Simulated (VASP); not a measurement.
# NaI in VASP: one cell, several levels of theory, part 1 of 2

Zincblende NaI, under +4.8 % strain along [111] alone is computed at one geometry. Runs: PBE, r2SCAN. The results are then set beside those of Ansatz 0.2.0 for the same cell. This is a trial cell built on a prototype, not taken from a measured structure, and it needn't be the compound's ground state.

Program: VASP 6.6.1. PAW datasets, plane waves. (Calculated; spin-unpolarised; the phase may be known or hypothetical.)

### 1 The system as given

The cell comes from an earlier relaxation with r2SCAN in another program, then strained, with the atoms relaxed again.

It is trigonal, R3m (No. 160); a = 5.011 Å, c = 12.866 Å in the conventional setting, 46.63 Å³ an atom. Na has 4 I at 3.11–3.13 Å; I has 4 Na at 3.11–3.13 Å.

As a file:

```cif
data_structure
_symmetry_space_group_name_H-M 'R3m:H'
_symmetry_Int_Tables_number 160
_cell_length_a 5.0108
_cell_length_b 5.0108
_cell_length_c 12.8656
_cell_angle_alpha 90.000
_cell_angle_beta 90.000
_cell_angle_gamma 120.000
_cell_volume 279.76
loop_
_atom_site_label
_atom_site_type_symbol
_atom_site_symmetry_multiplicity
_atom_site_Wyckoff_symbol
_atom_site_fract_x
_atom_site_fract_y
_atom_site_fract_z
_atom_site_occupancy
Na1 Na 3 a 0.66667 0.33333 0.33016 1
I1 I 3 a 0.66667 0.33333 0.08650 1
```

### 2 Single point with PBE

INCAR reads:

```
ENCUT = 520.000000
SIGMA = 0.020000
EDIFF = 1.00e-07
GGA = PE
PREC = Accurate
IBRION = -1
ISIF = 2
ISMEAR = -1
NBANDS = 14
NELM = 120
NSW = 0
LASPH = .TRUE.
LCHARG = .TRUE.
LELF = .TRUE.
LWAVE = .FALSE.
LREAL = .FALSE.
```

KPOINTS reads:

```
KPOINTS created by Atomic Simulation Environment
0
Gamma
6 6 6
0 0 0
```

KPOINTS_OPT reads:

```
special points
6
Reciprocal
0.0000000000 0.0000000000 0.0000000000 1
-0.5000000000 -0.5000000000 0.0000000000 1
-0.3750000000 -0.3750000000 0.2500000000 1
-0.3750000000 0.0000000000 0.3750000000 1
0.0000000000 0.0000000000 0.5000000000 1
-0.5000000000 -0.2500000000 0.2500000000 1
```

POSCAR reads:

```
Na I
 1.0000000000000000
     0.1138545593000000    3.6570462404000001    3.6570462404000001
     3.6570462404000001    0.1138545593000000    3.6570462404000001
     3.6570462404000001    3.6570462404000001    0.1138545593000000
 Na  I
   1   1
Cartesian
  0.0235405917967054  0.0235405917967054  0.0235405917967054
  1.8334461682282941  1.8334461682282941  1.8334461682282941
```

Potentials: the recommended PBE PAW datasets, 14 valence electrons in the neutral cell.

Started as:

```bash
mpirun -np 1 vasp_std
```

Printed to the terminal (iteration lines stand in OSZICAR):

```text
POSCAR found type information on POSCAR NaI
 POSCAR found :  2 types and       2 ions
 LDA part: xc-table for (Slater+PW92), standard interpolation
 POSCAR, INCAR and KPOINTS ok, starting setup
 FFT: planning ... GRIDC
 FFT: planning ... GRID_SOFT
 FFT: planning ... GRID
 WAVECAR not read
 entering main loop
 Start KPOINTS_OPT (optional k-point list driver)
k-point batch [1-6\6]
```

OSZICAR:

```text
N       E                     dE             d eps       ncg     rms          rms(c)
DAV:   1     0.778787942367E+02    0.77879E+02   -0.63527E+03   896   0.880E+02
DAV:   2     0.238251862315E+01   -0.75496E+02   -0.70526E+02   950   0.193E+02
DAV:   3    -0.518135162153E+01   -0.75639E+01   -0.75199E+01  1178   0.611E+01
DAV:   4    -0.539374921003E+01   -0.21240E+00   -0.21234E+00  1154   0.106E+01
DAV:   5    -0.539832680155E+01   -0.45776E-02   -0.45775E-02  1292   0.148E+00    0.163E+00
DAV:   6    -0.528957237370E+01    0.10875E+00   -0.14094E-01  1022   0.174E+00    0.112E+00
DAV:   7    -0.527986703719E+01    0.97053E-02   -0.10977E-01  1088   0.140E+00    0.709E-01
DAV:   8    -0.529003593333E+01   -0.10169E-01   -0.11127E-02   992   0.685E-01    0.217E-01
DAV:   9    -0.528985381232E+01    0.18212E-03   -0.24015E-04  1100   0.133E-01    0.744E-02
DAV:  10    -0.529028357919E+01   -0.42977E-03   -0.50665E-04   980   0.135E-01    0.204E-02
DAV:  11    -0.529030438141E+01   -0.20802E-04   -0.37834E-05  1148   0.475E-02    0.732E-03
DAV:  12    -0.529030897090E+01   -0.45895E-05   -0.45968E-06  1034   0.133E-02    0.299E-03
DAV:  13    -0.529030955186E+01   -0.58096E-06   -0.67730E-07  1136   0.470E-03    0.742E-04
DAV:  14    -0.529030958541E+01   -0.33549E-07   -0.35293E-08  1078   0.138E-03
   1 F= -.52903096E+01 E0= -.52903096E+01  d E =-.507588E-11
       N       E                     dE             ncg
DAV:   1     0.353110863386E+03   -0.23996E+04      168
DAV:   2    -0.840675963898E+02   -0.43718E+03      174
DAV:   3    -0.124833352961E+03   -0.40766E+02      210
DAV:   4    -0.125951871500E+03   -0.11185E+01      230
DAV:   5    -0.125965656525E+03   -0.13785E-01      210
DAV:   6    -0.125966362827E+03   -0.70630E-03      270
DAV:   7    -0.125966365046E+03   -0.22186E-05      222
DAV:   8    -0.125966365091E+03   -0.45317E-07      178
```

The lines after F= are the extra pass for the points of KPOINTS_OPT, at fixed density; their E is not a total energy.

OUTCAR, selected sections:

```text
k-points           NKPTS =     32   k-points in BZ     NKDIM =     32   number of bands    NBANDS=     14

   NELECT =      14.0000    total number of electrons

   dimension x,y,z NGX =    40 NGY =   40 NGZ =   40
   dimension x,y,z NGXF=    80 NGYF=   80 NGZF=   80

  energy-cutoff  :      520.00
  volume of cell :       93.25
      direct lattice vectors                 reciprocal lattice vectors
     0.113854559  3.657046240  3.657046240    -0.143278710  0.138952705  0.138952705
     3.657046240  0.113854559  3.657046240     0.138952705 -0.143278710  0.138952705
     3.657046240  3.657046240  0.113854559     0.138952705  0.138952705 -0.143278710

 k-points in reciprocal lattice and weights: KPOINTS created by Atomic Simulation Env
   0.00000000  0.00000000  0.00000000       0.005
   0.16666667  0.00000000  0.00000000       0.028
   0.33333333  0.00000000  0.00000000       0.028
   0.50000000 -0.00000000 -0.00000000       0.014
   0.16666667  0.16666667  0.00000000       0.028
   0.33333333  0.16666667  0.00000000       0.056
   0.50000000  0.16666667  0.00000000       0.056
  -0.33333333  0.16666667  0.00000000       0.056
[... 24 more k-points ...]

 E-fermi :  -0.8338

 k-point     1 :       0.0000    0.0000    0.0000
  band No.  band energies     occupation
      1     -23.5119      2.00000
      2     -23.5119      2.00000
      3     -23.5085      2.00000
      4     -11.6959      2.00000
      5      -1.4045      2.00000
      6      -1.2767      2.00000
      7      -1.2767      2.00000
      8       2.4107      0.00000
      9       6.2467      0.00000
     10       6.6293      0.00000
     11       6.6293      0.00000
     12       8.2646      0.00000
     13       8.2646      0.00000
     14       9.4336      0.00000

 k-point     2 :       0.1667    0.0000    0.0000
  band No.  band energies     occupation
      1     -23.5123      2.00000
      2     -23.5119      2.00000
      3     -23.5086      2.00000
      4     -11.6674      2.00000
      5      -1.6563      2.00000
      6      -1.4171      2.00000
      7      -1.3163      2.00000
      8       2.9648      0.00000
      9       6.1801      0.00000
     10       6.4592      0.00000
     11       6.7703      0.00000
     12       7.7830      0.00000
     13       7.9209      0.00000
     14       9.2893      0.00000

 k-point     3 :       0.3333    0.0000    0.0000
  band No.  band energies     occupation
      1     -23.5133      2.00000
      2     -23.5121      2.00000
      3     -23.5087      2.00000
      4     -11.6092      2.00000
      5      -2.2121      2.00000
      6      -1.4744      2.00000
      7      -1.3923      2.00000
      8       3.7783      0.00000
      9       6.0203      0.00000
     10       6.3161      0.00000
     11       6.5441      0.00000
     12       8.2718      0.00000
     13       8.6203      0.00000
     14       8.7230      0.00000

 k-point     4 :       0.5000   -0.0000   -0.0000
  band No.  band energies     occupation
      1     -23.5138      2.00000
      2     -23.5122      2.00000
      3     -23.5088      2.00000
      4     -11.5794      2.00000
      5      -2.4440      2.00000
      6      -1.5005      2.00000
      7      -1.4287      2.00000
      8       3.9822      0.00000
      9       6.1105      0.00000
     10       6.2712      0.00000
     11       6.3590      0.00000
     12       9.0076      0.00000
     13       9.4530      0.00000
     14      10.0176      0.00000

 k-point     5 :       0.1667    0.1667    0.0000
  band No.  band energies     occupation
      1     -23.5123      2.00000
      2     -23.5120      2.00000
      3     -23.5087      2.00000
      4     -11.6596      2.00000
      5      -1.6818      2.00000
      6      -1.4589      2.00000
      7      -1.3711      2.00000
      8       3.1463      0.00000
      9       5.8522      0.00000
     10       6.7655      0.00000
     11       6.9311      0.00000
     12       6.9821      0.00000
     13       8.5392      0.00000
     14      10.4215      0.00000

 k-point     6 :       0.3333    0.1667    0.0000
  band No.  band energies     occupation
      1     -23.5130      2.00000
      2     -23.5122      2.00000
      3     -23.5089      2.00000
      4     -11.6121      2.00000
      5      -2.0629      2.00000
      6      -1.5505      2.00000
      7      -1.4811      2.00000
      8       3.9164      0.00000
      9       5.6261      0.00000
     10       6.1443      0.00000
     11       6.9003      0.00000
     12       7.7653      0.00000
     13       8.9406      0.00000
     14       9.8840      0.00000

 k-point     7 :       0.5000    0.1667    0.0000
  band No.  band energies     occupation
      1     -23.5136      2.00000
      2     -23.5124      2.00000
      3     -23.5090      2.00000
      4     -11.5718      2.00000
      5      -2.3337      2.00000
      6      -1.6402      2.00000
      7      -1.5481      2.00000
      8       4.3837      0.00000
      9       5.4791      0.00000
     10       6.4166      0.00000
     11       6.6214      0.00000
     12       8.6284      0.00000
     13       9.5511      0.00000
     14      10.0717      0.00000

 k-point     8 :      -0.3333    0.1667    0.0000
  band No.  band energies     occupation
      1     -23.5136      2.00000
      2     -23.5124      2.00000
      3     -23.5088      2.00000
      4     -11.5799      2.00000
      5      -2.2744      2.00000
      6      -1.6752      2.00000
      7      -1.4837      2.00000
      8       4.3949      0.00000
      9       5.5608      0.00000
     10       6.1845      0.00000
     11       6.5668      0.00000
     12       8.0905      0.00000
     13       9.5940      0.00000
     14      10.0209      0.00000

 k-point     9 :      -0.1667    0.1667    0.0000
  band No.  band energies     occupation
      1     -23.5129      2.00000
      2     -23.5121      2.00000
      3     -23.5087      2.00000
      4     -11.6281      2.00000
      5      -1.9539      2.00000
      6      -1.5422      2.00000
      7      -1.3965      2.00000
      8       3.6633      0.00000
      9       5.8675      0.00000
     10       6.3187      0.00000
     11       6.7950      0.00000
     12       7.1375      0.00000
     13       8.7402      0.00000
     14      10.1061      0.00000

[... the tables of k-points 10 to 32 left out ...]

  Total       -0.0910887     -0.0910887     -0.0910887     -0.0665010     -0.0665010     -0.0665010
  in kB       -1.5650087     -1.5650087     -1.5650087     -1.1425644     -1.1425644     -1.1425644
  external PRESSURE =      -1.5650087 kB  Pullay stress =       0.0000000 kB

 POSITION                                       TOTAL-FORCE (eV/Angst)
 -----------------------------------------------------------------------------------
      0.02354      0.02354      0.02354         0.000351      0.000351      0.000351
      1.83345      1.83345      1.83345        -0.000351     -0.000351     -0.000351
 -----------------------------------------------------------------------------------
    total drift:                                0.000261      0.000261      0.000261

  FREE ENERGIE OF THE ION-ELECTRON SYSTEM (eV)
  ---------------------------------------------------
  free  energy   TOTEN  =        -5.2903095854 eV

  energy  without entropy=       -5.2903095854  energy(sigma->0) =       -5.29030959
```

Hardware: 1 MPI rank of Intel Xeon 6975P-C, shared host.

The levels at the points of KPOINTS_OPT are read from vasprun.xml.

Band energies at the special points (eV, zero at the top of v, the last band that the electrons fill by count):

```tsv
point	v−1	v	c	c+1
Γ	0.00	0.00	3.69	7.52
X	-0.47	-0.35	5.15	6.11
U	-0.71	-0.28	5.72	6.52
K	-0.66	-0.38	5.64	6.69
L	-0.22	-0.15	5.26	7.39
W	-0.71	-0.45	5.99	7.02
```

The PBE gap is 3.69 eV, direct at Γ. The pressure is -0.16 GPa; the forces vanish within 0.01 eV/Å.

Axes a, b and c in the maps are those of this run's conventional cell (a, b, c = 5.011, 5.011, 12.866 Å).

Density in a lattice plane of the grid's cell (edges 5.01 and 12.87 Å, at 0.000 of the third edge), which holds Na and I.

Values in e/Å³, 12 rows by 6 columns:
```
 0.10  0.03  0.01  0.01  0.01  0.03
 0.58  0.27  0.04  0.01  0.04  0.27
-0.62  0.70  0.10  0.02  0.10  0.70
 0.46  0.23  0.04  0.01  0.04  0.23
 0.02  0.01  0.01  0.01  0.01  0.01
 0.00  0.01  0.04  0.07  0.04  0.01
 0.01  0.02  0.10  0.20  0.10  0.02
 0.00  0.01  0.04  0.08  0.04  0.01
 0.00  0.00  0.01  0.01  0.01  0.00
 0.00  0.01  0.04  0.06  0.04  0.01
 0.05  0.03  0.10  0.18  0.10  0.03
11.76  0.33  0.04  0.06  0.04  0.33
```
Columns run along the first of these edges and rows up along the second, over one cell in 6 and 12 even steps from the bottom left corner. Atoms in the plane (fractional): Na at (1.00, 1.00), I at (0.00, 0.75).

ELF in the same plane.

Values, 12 rows by 6 columns:
```
0.04 0.03 0.01 0.02 0.01 0.03
0.89 0.84 0.44 0.01 0.44 0.84
0.42 0.87 0.70 0.02 0.70 0.87
0.86 0.83 0.35 0.01 0.35 0.83
0.19 0.07 0.01 0.03 0.01 0.07
0.00 0.03 0.45 0.66 0.45 0.03
0.00 0.11 0.71 0.84 0.71 0.11
0.00 0.05 0.35 0.35 0.35 0.05
0.00 0.00 0.01 0.02 0.01 0.00
0.01 0.06 0.44 0.60 0.44 0.06
0.03 0.04 0.70 0.79 0.70 0.04
0.00 0.22 0.35 0.63 0.35 0.22
```
Columns run along the first of these edges and rows up along the second, over one cell in 6 and 12 even steps from the bottom left corner. Atoms in the plane (fractional): Na at (1.00, 1.00), I at (0.00, 0.75).

Both are smooth fields of the valence electrons: close to the nuclei they are not physical.

Outside the cores ELF peaks at 0.89 on the I–Na line, 1.2 Å from I; 0.89 in the shell around I, 1.0 Å from I.

(Continued in part 2 of 2.)
